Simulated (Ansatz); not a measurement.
# How much does Si in Cu(111), 2x2 scatter?, part 2 of 3

How strong a scatterer is Si in Cu(111), 2x2, and does relaxation matter?

Ansatz 0.2.0; Ansatz plane-wave DFT, PBE, PAW files; ballistic transport by layer matching (Landauer), zero bias; PAW set soft_1 (the session's first sound run).

So far, resistivity per at.% scaled from this dense plane, with the factor 3/4 for isotropic scattering (µΩ cm): step 3 (resistance at ideal sites) 2.38.

### Step 4. Relaxing the neighbours

The neighbours of the defect are let go while the lead's layers stay on their sites, since a lead must repeat to 0.01 Å.

This step: Ansatz plane-wave DFT, PBE, PAW files; relaxation with the lead's layers held; PAW set soft_1 (Ansatz 0.2.0).

input.yaml

```yaml
crystal:
  lattice:
    - [5.1123254594, 0.0, 0.0]
    - [-2.5561627297, 4.4274037203, 0.0]
    - [-1.2780813649, 0.73790062, 22.9580794202]
  atoms:
    - { symbol: Cu, position: [0.0075757576, 0.9924242424, 0.0454545455] }
    - { symbol: Cu, position: [0.0075757576, 0.4924242424, 0.0454545455] }
    - { symbol: Cu, position: [0.5075757576, 0.9924242424, 0.0454545455] }
    - { symbol: Cu, position: [0.5075757576, 0.4924242424, 0.0454545455] }
    - { symbol: Cu, position: [0.1893939394, 0.3106060606, 0.1363636364] }
    - { symbol: Cu, position: [0.1893939394, 0.8106060606, 0.1363636364] }
    - { symbol: Cu, position: [0.6893939394, 0.3106060606, 0.1363636364] }
    - { symbol: Cu, position: [0.6893939394, 0.8106060606, 0.1363636364] }
    - { symbol: Cu, position: [0.3712121212, 0.1287878788, 0.2272727273] }
    - { symbol: Cu, position: [0.3712121212, 0.6287878788, 0.2272727273] }
    - { symbol: Cu, position: [0.8712121212, 0.1287878788, 0.2272727273] }
    - { symbol: Cu, position: [0.8712121212, 0.6287878788, 0.2272727273] }
    - { symbol: Cu, position: [0.053030303, 0.946969697, 0.3181818182] }
    - { symbol: Cu, position: [0.053030303, 0.446969697, 0.3181818182] }
    - { symbol: Cu, position: [0.553030303, 0.946969697, 0.3181818182] }
    - { symbol: Cu, position: [0.553030303, 0.446969697, 0.3181818182] }
    - { symbol: Cu, position: [0.2348484848, 0.2651515152, 0.4090909091] }
    - { symbol: Cu, position: [0.2348484848, 0.7651515152, 0.4090909091] }
    - { symbol: Cu, position: [0.7348484848, 0.2651515152, 0.4090909091] }
    - { symbol: Cu, position: [0.7348484848, 0.7651515152, 0.4090909091] }
    - { symbol: Si, position: [0.4166666667, 0.0833333333, 0.5] }
    - { symbol: Cu, position: [0.4166666667, 0.5833333333, 0.5] }
    - { symbol: Cu, position: [0.9166666667, 0.0833333333, 0.5] }
    - { symbol: Cu, position: [0.9166666667, 0.5833333333, 0.5] }
    - { symbol: Cu, position: [0.0984848485, 0.9015151515, 0.5909090909] }
    - { symbol: Cu, position: [0.0984848485, 0.4015151515, 0.5909090909] }
    - { symbol: Cu, position: [0.5984848485, 0.9015151515, 0.5909090909] }
    - { symbol: Cu, position: [0.5984848485, 0.4015151515, 0.5909090909] }
    - { symbol: Cu, position: [0.2803030303, 0.2196969697, 0.6818181818] }
    - { symbol: Cu, position: [0.2803030303, 0.7196969697, 0.6818181818] }
    - { symbol: Cu, position: [0.7803030303, 0.2196969697, 0.6818181818] }
    - { symbol: Cu, position: [0.7803030303, 0.7196969697, 0.6818181818] }
    - { symbol: Cu, position: [0.4621212121, 0.0378787879, 0.7727272727] }
    - { symbol: Cu, position: [0.4621212121, 0.5378787879, 0.7727272727] }
    - { symbol: Cu, position: [0.9621212121, 0.0378787879, 0.7727272727] }
    - { symbol: Cu, position: [0.9621212121, 0.5378787879, 0.7727272727] }
    - { symbol: Cu, position: [0.1439393939, 0.8560606061, 0.8636363636] }
    - { symbol: Cu, position: [0.1439393939, 0.3560606061, 0.8636363636] }
    - { symbol: Cu, position: [0.6439393939, 0.8560606061, 0.8636363636] }
    - { symbol: Cu, position: [0.6439393939, 0.3560606061, 0.8636363636] }
    - { symbol: Cu, position: [0.3257575758, 0.1742424242, 0.9545454545] }
    - { symbol: Cu, position: [0.3257575758, 0.6742424242, 0.9545454545] }
    - { symbol: Cu, position: [0.8257575758, 0.1742424242, 0.9545454545] }
    - { symbol: Cu, position: [0.8257575758, 0.6742424242, 0.9545454545] }
kpoints:
  mp_grid: { grid: [5, 5, 1] }
hamiltonian:
  xc: pbe
  pseudopotentials: { kind: paw, azcp: { folder: soft_1 } }
scf:
  occupations: { method: fermi_dirac, width: 0.1 }
relax:
  f_tol: 0.03
  max_steps: 40
  constraints:
    - { sites: [0, 1, 2, 3, 4, 5, 6, 7, 8, 9, 10, 11, 32, 33, 34, 35, 36, 37, 38, 39, 40, 41, 42, 43] }
```

On the command line:

```
$ ansatz run input.yaml --threads 4 --pin off --max-ram 15360MiB --backend cpu --events-out ev --progress --plain --runs-dir out
```

Numbers of over 12 decimals in the logs are rounded to 6 here.

What it wrote:

```text
[...]
Crystal: 44 atoms, lattice volume = 519.641 Å³
Basis set: ecut = 420 eV, 10219 PW (Γ), exchange–correlation on 72×72×320 points (8 copies of the dense FFT grid, shifted against one another)
Bands: 493, of which v1, the nominal top of the filled ones, is band 411 counted from 1 (410 counted from 0)
Symmetry: 4 space group operations
[...]
k-points: 9 of 25
[...]
SCF iter   1: F=—  HF=-285559.853583 eV  |F-HF|=—  |Δ(HF+E_count)|=         —  Δρ=2.70e-1  dr2=2.31e2  ethr=3.10e-3  ⟨swp⟩=5.0  Hψ=14534  notcnv=0  defer=14
[...]
SCF iter  11: F=-285519.035828 eV  HF=-285519.035829 eV  |F-HF|=5.66e-7  |Δ(HF+E_count)|=   3.41e-6  Δρ=1.48e-5  dr2=1.15e-6  ethr=2.74e-9  ⟨swp⟩=3.0  Hψ=11838  notcnv=0
SCF 1 converged in 11 iterations: F = -285519.035828 eV  dr2 = 1.15e-6
[...]
relax step   1: F+E_penalty+E_count = -285519.03582810 eV  Δ(F+E_penalty+E_count) = +0.000e0 eV  max|allowed force component| = 2.512e-1 eV/Å  Δτ_max = 0.0000 Å  (11 SCF iters, dr2 threshold 2.25e-5 eV, accepted)
[...]
iter 1 solved again at ethr=1.35e-7 eV; its pass at ethr=3.10e-3 eV (dr2=1.11e-3 eV) is discarded
[...]
SCF iter   6: F=-285519.042423 eV  HF=-285519.042423 eV  |F-HF|=1.62e-7  |Δ(HF+E_count)|=   6.30e-8  Δρ=2.89e-6  dr2=1.55e-7  ethr=3.50e-10  ⟨swp⟩=1.8  Hψ=11339  notcnv=0
SCF 2 converged in 6 iterations: F = -285519.042423 eV  dr2 = 1.55e-7
relax step   2: F+E_penalty+E_count = -285519.04242250 eV  Δ(F+E_penalty+E_count) = -6.594e-3 eV  max|allowed force component| = 1.738e-1 eV/Å  Δτ_max = 0.0132 Å  (6 SCF iters, dr2 threshold 3.94e-6 eV, accepted)
SCF iter   1: F=—  HF=-285519.051775 eV  |F-HF|=—  |Δ(HF+E_count)|=         —  Δρ=1.62e-3  dr2=6.08e-3  ethr=7.26e-6  ⟨swp⟩=5.0  Hψ=9598  notcnv=0  defer=547
[...]
SCF iter   7: F=-285519.048904 eV  HF=-285519.048905 eV  |F-HF|=5.78e-7  |Δ(HF+E_count)|=   2.51e-7  Δρ=1.08e-5  dr2=4.76e-7  ethr=2.30e-10  ⟨swp⟩=3.0  Hψ=11849  notcnv=0
SCF 3 converged in 7 iterations: F = -285519.048904 eV  dr2 = 4.76e-7
relax step   3: F+E_penalty+E_count = -285519.04890448 eV  Δ(F+E_penalty+E_count) = -6.482e-3 eV  max|allowed force component| = 4.741e-3 eV/Å  Δτ_max = 0.0303 Å  (7 SCF iters, dr2 threshold 1.89e-6 eV, accepted)
[...]
SCF iter   6: F=-285519.048905 eV  HF=-285519.048905 eV  |F-HF|=4.07e-9  |Δ(HF+E_count)|=  4.66e-10  Δρ=7.28e-7  dr2=3.05e-9  ethr=1.00e-12  ⟨swp⟩=1.0  Hψ=9732  notcnv=0
SCF 4 converged in 6 iterations: F = -285519.048905 eV  dr2 = 3.05e-9
relax step   4: F+E_penalty+E_count = -285519.04890496 eV  Δ(F+E_penalty+E_count) = -4.715e-7 eV  max|allowed force component| = 4.732e-3 eV/Å  Δτ_max = 0.0000 Å  (6 SCF iters, accepted)
SCF converged after 6 iterations
Free energy (F): -285519.048905 eV
[...]
Internal energy: -285518.539084 eV  (E = F + TS)
E sigma→0 (E₀):  -285518.793995 eV
Entropy (-TS):   -0.509821 eV (-11.587 meV/atom)
Fermi energy:    16.315682 eV
[...]
--- Forces (eV/Å), atoms counted from 1 ---
  atom   1  Cu     0.00944172     0.00525514     0.00880633
  atom   2  Cu     0.00008292    -0.00004788    -0.00565720
  atom   3  Cu    -0.00800693     0.00462280     0.00854201
  atom   4  Cu     0.00016977    -0.01080434     0.00880633
  atom   5  Cu     0.00245001    -0.00141451     0.00370018
  atom   6  Cu     0.00258484     0.00324139     0.00112222
  atom   7  Cu    -0.00151471    -0.00385923     0.00112222
  atom   8  Cu    -0.00393539     0.00227210    -0.01042234
  atom   9  Cu     0.00494636    -0.00285578    -0.06700034
  atom  10  Cu    -0.00658237    -0.00348971    -0.00417677
  atom  11  Cu    -0.00026901     0.00744536    -0.00417677
  atom  12  Cu     0.00631190    -0.00364418    -0.00431299
  atom  13  Cu     0.00093891     0.00073550    -0.00312851
  atom  14  Cu    -0.00022122     0.00012772    -0.00079782
  atom  15  Cu    -0.00110644     0.00063880    -0.00296397
  atom  16  Cu    -0.00016751    -0.00118087    -0.00312851
  atom  17  Cu     0.00473173    -0.00273186     0.00352204
  atom  18  Cu     0.00056478     0.00419123     0.00200266
  atom  19  Cu    -0.00334732    -0.00258472     0.00200266
  atom  20  Cu     0.00055229    -0.00031886     0.00088993
  atom  21  Si     0.00000000     0.00000000     0.00000000
  atom  22  Cu     0.00000000     0.00000000     0.00000000
  atom  23  Cu     0.00000000    -0.00000000     0.00000000
  atom  24  Cu     0.00000000     0.00000000     0.00000000
  atom  25  Cu     0.00334732     0.00258472    -0.00200266
  atom  26  Cu    -0.00055229     0.00031886    -0.00088993
  atom  27  Cu    -0.00473173     0.00273186    -0.00352204
  atom  28  Cu    -0.00056478    -0.00419123    -0.00200266
  atom  29  Cu     0.00110644    -0.00063880     0.00296397
  atom  30  Cu     0.00016751     0.00118087     0.00312851
  atom  31  Cu    -0.00093891    -0.00073550     0.00312851
  atom  32  Cu     0.00022122    -0.00012772     0.00079782
  atom  33  Cu    -0.00494636     0.00285578     0.06700034
  atom  34  Cu     0.00658237     0.00348971     0.00417677
  atom  35  Cu     0.00026901    -0.00744536     0.00417677
  atom  36  Cu    -0.00631190     0.00364418     0.00431299
  atom  37  Cu     0.00151471     0.00385923    -0.00112222
  atom  38  Cu     0.00393539    -0.00227210     0.01042234
  atom  39  Cu    -0.00245001     0.00141451    -0.00370018
  atom  40  Cu    -0.00258484    -0.00324139    -0.00112222
  atom  41  Cu     0.00800693    -0.00462280    -0.00854201
  atom  42  Cu    -0.00016977     0.01080434    -0.00880633
  atom  43  Cu    -0.00944172    -0.00525514    -0.00880633
  atom  44  Cu    -0.00008292     0.00004788     0.00565720
  max |Σ_I F_I| component: 7.37e-18 eV/Å
--- Relaxed structure (4 steps of the walk, 4 accepted, 0 SCFs on fresh bases) ---
  F+E_penalty+E_count = -285519.04890496 eV   max|allowed force component| = 4.732e-3 eV/Å
  atoms:
    - { symbol: Cu, position: [0.00757576, 0.992424, 0.0454545455] }
    - { symbol: Cu, position: [0.00757576, 0.492424, 0.045455] }
    - { symbol: Cu, position: [0.507576, 0.992424, 0.0454545455] }
    - { symbol: Cu, position: [0.507576, 0.492424, 0.0454545455] }
    - { symbol: Cu, position: [0.189394, 0.310606, 0.136364] }
    - { symbol: Cu, position: [0.189394, 0.810606, 0.1363636364] }
    - { symbol: Cu, position: [0.689394, 0.310606, 0.1363636364] }
    - { symbol: Cu, position: [0.689394, 0.810606, 0.136364] }
    - { symbol: Cu, position: [0.371212, 0.128788, 0.2272727273] }
    - { symbol: Cu, position: [0.371212, 0.628788, 0.2272727273] }
    - { symbol: Cu, position: [0.871212, 0.128788, 0.2272727273] }
    - { symbol: Cu, position: [0.871212, 0.628788, 0.2272727273] }
    - { symbol: Cu, position: [0.054077, 0.947479, 0.317766] }
    - { symbol: Cu, position: [0.053157, 0.446843, 0.318412] }
    - { symbol: Cu, position: [0.552761, 0.947239, 0.317813] }
    - { symbol: Cu, position: [0.552521, 0.445923, 0.317766] }
    - { symbol: Cu, position: [0.235779, 0.264221, 0.409320] }
    - { symbol: Cu, position: [0.235763, 0.765767, 0.409306] }
    - { symbol: Cu, position: [0.734233, 0.264237, 0.409306] }
    - { symbol: Cu, position: [0.734994, 0.765006, 0.407201] }
    - { symbol: Si, position: [0.416667, 0.083333, 0.5] }
    - { symbol: Cu, position: [0.416667, 0.583333, 0.5] }
    - { symbol: Cu, position: [0.916667, 0.083333, 0.5] }
    - { symbol: Cu, position: [0.916667, 0.583333, 0.5] }
    - { symbol: Cu, position: [0.099100, 0.902430, 0.590694] }
    - { symbol: Cu, position: [0.098339, 0.401661, 0.592799] }
    - { symbol: Cu, position: [0.597554, 0.902446, 0.590680] }
    - { symbol: Cu, position: [0.597570, 0.400900, 0.590694] }
    - { symbol: Cu, position: [0.280572, 0.219428, 0.682187] }
    - { symbol: Cu, position: [0.280813, 0.720743, 0.682234] }
    - { symbol: Cu, position: [0.779257, 0.219187, 0.682234] }
    - { symbol: Cu, position: [0.780176, 0.719824, 0.681588] }
    - { symbol: Cu, position: [0.462121, 0.037879, 0.7727272727] }
    - { symbol: Cu, position: [0.462121, 0.537879, 0.772727] }
    - { symbol: Cu, position: [0.962121, 0.037879, 0.772727] }
    - { symbol: Cu, position: [0.962121, 0.537879, 0.772727] }
    - { symbol: Cu, position: [0.143939, 0.856061, 0.8636363636] }
    - { symbol: Cu, position: [0.143939, 0.356061, 0.8636363636] }
    - { symbol: Cu, position: [0.643939, 0.856061, 0.8636363636] }
    - { symbol: Cu, position: [0.643939, 0.356061, 0.8636363636] }
    - { symbol: Cu, position: [0.325758, 0.174242, 0.9545454545] }
    - { symbol: Cu, position: [0.325758, 0.674242, 0.954545] }
    - { symbol: Cu, position: [0.825758, 0.174242, 0.954545] }
    - { symbol: Cu, position: [0.825758, 0.674242, 0.954545] }
```

Run time: 3.9 min. Hardware: 4 threads of Intel Xeon Platinum 8259CL at 2.50GHz (Skylake/Cascade Lake), shared host; peak memory 5.2 GiB; 15 min of CPU time.

Step by step:

| step | energy less that of the first step (eV) | largest force component (eV/Å) |
| --- | --- | --- |
| 1 | 0.0000 | 0.2512 |
| 2 | -0.0066 | 0.1738 |
| 3 | -0.0131 | 0.0047 |
| 4 | -0.0131 | 0.0047 |

The run keeps the 4 symmetry operations that it works with, so distortions that break them were not tested.

The atoms that moved most (Å):

| atom | dx | dy | dz | length |
| --- | --- | --- | --- | --- |
| Cu26 | -0.004 | 0.002 | 0.043 | 0.044 |
| Cu20 | 0.004 | -0.002 | -0.043 | 0.044 |
| Cu31 | -0.005 | -0.002 | 0.010 | 0.011 |
| Cu30 | -0.001 | 0.005 | 0.010 | 0.011 |
| Cu16 | 0.001 | -0.005 | -0.010 | 0.011 |
| Cu13 | 0.005 | 0.002 | -0.010 | 0.011 |
| Cu17 | 0.007 | -0.004 | 0.005 | 0.009 |
| Cu27 | -0.007 | 0.004 | -0.005 | 0.009 |

This step gave:

- free energy: -285519.0489 eV
- energy at zero smearing: -285518.7940 eV

The largest force component on a free atom ends at 0.0047 eV/Å, under the tolerance of 0.03, after 4 steps.

(Part 2 of 3 ends here.)

[Logs are printed without paths, hosts, clocks, repeated set-up lines and the standing remarks that a program may print on its own settings, such as how far it seeks lower states.]

[Hosts, paths, dates, database ids (printed as entryN), source tags and the programs' standing remarks are cut or masked in the printed files.]
